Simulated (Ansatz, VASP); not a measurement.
# TePb in two plane-wave programs, part 2 of 2

Wanted: the spread between two codes on one cell, functional and k mesh. The cell is taken from a series of VASP runs on this material, whose earlier steps may have relaxed, scaled or displaced it; both programs get it as it stands.

VASP 6.6.1 and Ansatz 0.2.0.

So far: Starting point; VASP: band structure, PBE with D3(BJ); Ansatz: band structure, PBE with D3(BJ).

**4. Differences**

Known differences besides the potentials themselves: the data sets hold 30 valence electrons in Ansatz (default PAW (the set named soft_2) files) and 20 in VASP; the cutoff is 420 eV in Ansatz and 400 eV in VASP; VASP leaves aspherical gradient terms in its spheres out (LASPH is not set), Ansatz keeps them. Total energies have different zeros and are not compared.

The two programs side by side:

```tsv
quantity	Ansatz	VASP	difference
pressure (GPa)	0.03	-0.03	+0.06
gap over the path points (eV)	0.736	0.741	-0.005
```

Levels at points of the path, from each program's valence-band top (eV; 4 filled, then empty):

```tsv
k (reciprocal lattice)	Ansatz	VASP
0.000 0.000 0.000	-5.60 -1.34 -1.34 -1.34 4.07 4.07 4.07	-5.60 -1.34 -1.34 -1.34 4.08 4.08 4.08
0.167 0.000 0.167	-6.36 -1.77 -1.77 -0.35 1.75 4.19 4.19	-6.36 -1.77 -1.77 -0.34 1.75 4.20 4.20
0.333 0.000 0.333	-7.16 -2.88 -2.48 -2.48 3.65 4.28 4.91	-7.17 -2.88 -2.48 -2.48 3.64 4.29 4.92
0.500 0.000 0.500	-7.28 -4.48 -2.79 -2.79 3.30 5.46 5.46	-7.29 -4.48 -2.79 -2.79 3.30 5.47 5.47
0.500 0.083 0.583	-7.47 -4.40 -2.95 -2.34 3.59 4.51 5.60	-7.48 -4.39 -2.94 -2.34 3.59 4.51 5.60
0.500 0.183 0.683	-7.86 -4.08 -3.42 -1.01 2.47 4.51 5.84	-7.87 -4.08 -3.42 -1.00 2.47 4.51 5.84
0.500 0.250 0.750	-7.96 -3.77 -3.77 -0.36 1.67 5.22 5.22	-7.97 -3.77 -3.77 -0.35 1.68 5.22 5.22
0.450 0.300 0.750	-7.95 -3.98 -3.35 -0.82 2.17 4.68 5.66	-7.96 -3.98 -3.34 -0.82 2.17 4.68 5.67
0.408 0.342 0.750	-7.95 -4.08 -2.76 -1.55 2.98 4.22 5.36	-7.96 -4.07 -2.76 -1.55 2.99 4.22 5.36
0.350 0.350 0.700	-8.08 -3.94 -2.08 -1.82 3.20 3.31 5.67	-8.09 -3.94 -2.08 -1.81 3.20 3.31 5.66
```

Among the levels compared at these points, filled levels agree within 10 meV and empty ones within 7 meV. Ansatz's pressure holds a Pulay correction of 0.02 GPa; VASP's holds none.

**5. Ansatz: single point, PBE with D3(BJ)**

A single point gives forces, pressure and levels at one fixed geometry, so differences don't come from the geometry; what else differs is listed under the comparison.

The cell is taken from a series of VASP runs on this material, whose earlier steps may have relaxed, scaled or displaced it; both programs get it as it stands.

input.yaml

```yaml
crystal:
  lattice:
    - [0.0, 3.2338598428, 3.2338598428]
    - [3.2338598428, 0.0, 3.2338598428]
    - [3.2338598428, 3.2338598428, 0.0]
  atoms:
    - { symbol: Te, position: [0.5, 0.5, 0.5] }
    - { symbol: Pb, position: [0.0, 0.0, 0.0] }
hamiltonian:
  xc: pbe
  pseudopotentials: { kind: paw }
  dispersion: d3bj
kpoints:
  mp_grid: { grid: [8, 8, 8] }
scf:
  occupations: { method: tetrahedron }
output:
  forces: true
  stress: true
```

The run is started by

```
$ ansatz run input.yaml --threads 2 --pin off --max-ram 4608MiB --backend cpu --events-out ev --progress --plain --runs-dir out
```

Numbers of over 12 decimals in the logs are rounded to 6 here.

Output:

```text
Warning: output.forces, output.stress, relax.cell or npt_langevin: where a Kohn–Sham band that disperses or a degenerate level is filled in part under the method tetrahedron, the forces or the stress that this run publishes need not agree with its energy (scf.occupations.method in the input reference, under Limitations); prefer a smearing scheme for the forces or the stress
[...]
--- Band table (eV; the first three rows and the last of 29) ---
  k-point 0: bands = [... 11 lower, 3.0637, 7.3190, 7.3190, 7.3190, 12.7339, 12.7339, 12.7339, 14.4836]
  k-point 1: bands = [... 11 lower, 2.6303, 7.3587, 7.3587, 7.5610, 11.9614, 12.1405, 12.1405, 14.3184]
  k-point 2: bands = [... 11 lower, 1.6579, 7.4818, 7.4818, 8.0082, 10.7851, 11.1151, 11.1151, 14.6291]
  k-point 28: bands = [... 11 lower, 0.6979, 4.8908, 4.8908, 8.3033, 10.3348, 13.8841, 13.8841, 15.5052]
[key lines of the parts left out:]
SCF converged after 6 iterations
Free energy (F): -18887.969324 eV
Fermi energy:    8.662804 eV
P = ⅓ Tr σ = 0.0382 GPa (0.382 kbar)
```

Elapsed: 1.2 s, on 2 threads of Arm Neoverse V1, shared host; peak memory 0.41 GiB; 2.3 s of CPU time.

The run ends at a pressure of 0.04 GPa.

**6. VASP: single point, PBE with D3(BJ)**

The same cell, functional, mesh and smearing now go to VASP, with its own data sets and cutoff.

INCAR

```
SYSTEM = TePb
PREC = Accurate
ENCUT = 400
EDIFF = 1E-06
NELM = 100
ISMEAR = -5
SIGMA = 0.05
LREAL = .FALSE.
ALGO = Normal
GGA = PE
IVDW = 12
NBANDS = 22
LORBIT = 11
LWAVE = .FALSE.
LCHARG = .FALSE.
KPAR = 2
NEDOS = 2001
```

POSCAR

```
TePb
1.0
    0.0000000000      3.2338598428      3.2338598428
    3.2338598428      0.0000000000      3.2338598428
    3.2338598428      3.2338598428      0.0000000000
Te Pb
1 1
Direct
    0.5000000000      0.5000000000      0.5000000000
    0.0000000000      0.0000000000      0.0000000000
```

KPOINTS

```
Automatic mesh
0
Gamma
8 8 8
0 0 0
```

Potentials, in the order of the species: Te and Pb_d (PBE family, release 64).

The run is started by

```
$ mpirun -np 2 vasp_std
```

Output:

```text
[... set-up lines as in an earlier step ...]
 entering main loop
       N       E                     dE             d eps       ncg     rms          rms(c)
DAV:   1     0.149425677569E+03    0.14943E+03   -0.75847E+03  1300   0.721E+02
DAV:   2     0.336366895292E+01   -0.14606E+03   -0.13913E+03  1366   0.231E+02
DAV:   3    -0.731640452614E+01   -0.10680E+02   -0.10607E+02  1626   0.689E+01
DAV:   4    -0.761145426569E+01   -0.29505E+00   -0.29492E+00  1538   0.124E+01
[...]
DAV:  10    -0.750355014488E+01   -0.53264E-04   -0.13881E-04  1480   0.621E-02    0.204E-02
DAV:  11    -0.750355364244E+01   -0.34976E-05   -0.41864E-05  1786   0.508E-02    0.156E-02
DAV:  12    -0.750355299175E+01    0.65069E-06   -0.43318E-06  1474   0.101E-02
   1 F= -.83060073E+01 E0= -.83060073E+01  d E =0.000000E+00
```

OUTCAR, selected parts (step 6):

```text
 Edisp (eV)   -0.80245

  Total      -0.00946    -0.00946    -0.00946     0.00000     0.00000    -0.00000
  in kB      -0.22410    -0.22410    -0.22410     0.00000     0.00000    -0.00000
  external pressure =       -0.22 kB  Pullay stress =        0.00 kB

 POSITION                                       TOTAL-FORCE (eV/Angst)
 -----------------------------------------------------------------------------------
      3.23386      3.23386      3.23386        -0.000000      0.000000     -0.000000
      0.00000      0.00000      0.00000         0.000000     -0.000000      0.000000
 -----------------------------------------------------------------------------------
    total drift:                               -0.000000      0.000000      0.000000

  FREE ENERGIE OF THE ION-ELECTRON SYSTEM (eV)
  ---------------------------------------------------
  free  energy   TOTEN  =        -8.3060072723 eV

  energy  without entropy=       -8.3060072723  energy(sigma->0) =       -8.30600727

[... 1 part as in an earlier step ...]

[... 2 further parts left out ...]
[key lines of the parts left out:]
E-fermi :   5.6006
```

The run ends at a pressure of -0.02 GPa.

**7. Comparison**

Compared:

```tsv
quantity	Ansatz	VASP	difference
pressure (GPa)	0.04	-0.02	+0.06
gap on the k mesh (eV)	0.736	0.741	-0.005
```

A gap on the mesh is an upper bound, since the band edges may lie between its points; neither run holds spin-orbit coupling, which can move the band edges of a compound of Pb. Ansatz's pressure holds a Pulay correction of 0.02 GPa; VASP's holds none.

**8. Outcome**

| Property | Result |
| --- | --- |
| difference in gap over the path points (band structure, PBE with D3(BJ)) | -0.0045 eV |
| difference in gap on the k mesh (single point, PBE with D3(BJ)) | -0.0047 eV |

The difference in gap on the k mesh is -0.0047 eV (single point, PBE with D3(BJ)), within the 0.08 eV picked in this series as the mark of a large difference. 2 further runs of this series are not shown here. Such differences can come from data sets, numerical settings and the points named under the comparisons, not from the functional's error against experiment.

[Lines on the potential files, build, host, timing and source positions are cut from VASP's logs without a mark.]

[Logs are printed without paths, hosts, clocks, repeated set-up lines and the standing remarks that a program may print on its own settings, such as how far it seeks lower states.]

[Hosts, paths, dates, database ids (printed as entryN), source tags and the programs' standing remarks are cut or masked in the printed files.]
